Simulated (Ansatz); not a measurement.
# CaO: equation of state with r2SCAN+D3(BJ)

Crystal: CaO.

```xyz
2
Lattice="0.0000 2.4036 2.4036 2.4036 0.0000 2.4036 2.4036 2.4036 0.0000" Properties=species:S:1:pos:R:3 pbc="T T T"
Ca    0.0000    0.0000    0.0000
O     2.4036    2.4036    2.4036
```

The cell is a database's computed one.

```json
{"Program": "Ansatz 0.2.0", "Task": "equation of state", "Functional": "r2SCAN", "Dispersion": "D3(BJ)", "Potentials or basis": "Ansatz PAW", "Cutoff": "500 eV", "Density cutoff": "2000 eV", "k mesh": "10 × 10 × 10", "Occupations": "fermi-dirac, width 0.05 eV", "Spin": "no spin polarisation"}
```

```
Equilibrium volume                      : 13.60 Å³/atom
Bulk modulus                            : 121 GPa
Pressure derivative of the bulk modulus : 4.4
```

Energy against volume, from the lowest point:
```csv
volume (Å³/atom),energy (meV/atom)
13.052,8.83
13.330,2.04
13.608,0.00
13.886,2.22
14.163,8.26
14.441,17.72
14.719,30.26
```

All runs of the series together: 12 s on 2 threads of Arm Neoverse V1, on a shared host.

Caveat: the PAW data sets were made with another functional, which shifts forces and pressure a little.
